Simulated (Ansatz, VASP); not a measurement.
LiF (Griceite): VASP beside Ansatz

File INCAR:

```
SYSTEM = LiF
ALGO = Normal
EDIFF = 1E-6
ENCUT = 520
GGA = PE
ISIF = 2
ISMEAR = 0
LASPH = .True.
LCHARG = .True.
LELF = .True.
LREAL = .False.
LVHAR = .True.
LWAVE = .False.
NBANDS = 12
NELM = 100
PREC = Accurate
SIGMA = 0.01
```

The input KPOINTS:

```
k-points
0
Gamma
  10 10 10
  0 0 0
```

Contents of POSCAR:

```
LiF
1.0
    0.0000000000      1.9948691873      1.9948691873
    1.9948691873      0.0000000000      1.9948691873
    1.9948691873      1.9948691873      0.0000000000
Li F
1 1
Direct
    0.0000000000      0.0000000000      0.0000000000
    0.5000000000      0.5000000000      0.5000000000
```

Input for Ansatz:

```yaml
crystal:
  lattice:
    - [0.0, 1.9948691873, 1.9948691873]
    - [1.9948691873, 0.0, 1.9948691873]
    - [1.9948691873, 1.9948691873, 0.0]
  atoms:
    - { symbol: Li, position: [0.0, 0.0, 0.0] }
    - { symbol: F, position: [0.5, 0.5, 0.5] }
kpoints:
  mp_grid: { grid: [10, 10, 10] }
  band_path:
    path:
      - [0.0, 0.0, 0.0]
      - [0.5, 0.0, 0.5]
      - [0.625, 0.25, 0.625]
      - [0.375, 0.375, 0.75]
      - [0.5, 0.5, 0.5]
      - [0.5, 0.25, 0.75]
      - [-0.0625, 0.0, 0.0625]
    npoints: 1
hamiltonian:
  xc: pbe
scf:
  occupations: { method: fixed }
  n_extra_bands: 4
output:
  forces: true
  stress: true
  eigenvalues: true
```

Alike in both runs: task single point; functional PBE; k mesh 10 × 10 × 10; no spin polarisation.

```csv
,VASP,Ansatz
version,VASP 6.6.1,Ansatz 0.2.0
potentials or method,"VASP PAW PBE potentials, release 64 (Li_sv, F)","plane waves, PAW"
plane-wave cutoff (eV),520,420
occupations,"gaussian, width 0.01 eV",fixed
valence electrons in the cell,10,10
```

```tsv
	VASP	Ansatz	Ansatz less VASP
gap on the k mesh at the Fermi level (eV)	9.35	9.35	-0.004
```

 A k mesh can miss the band edges. Expect the measured gap to be larger: semilocal functionals such as PBE lack the derivative discontinuity.
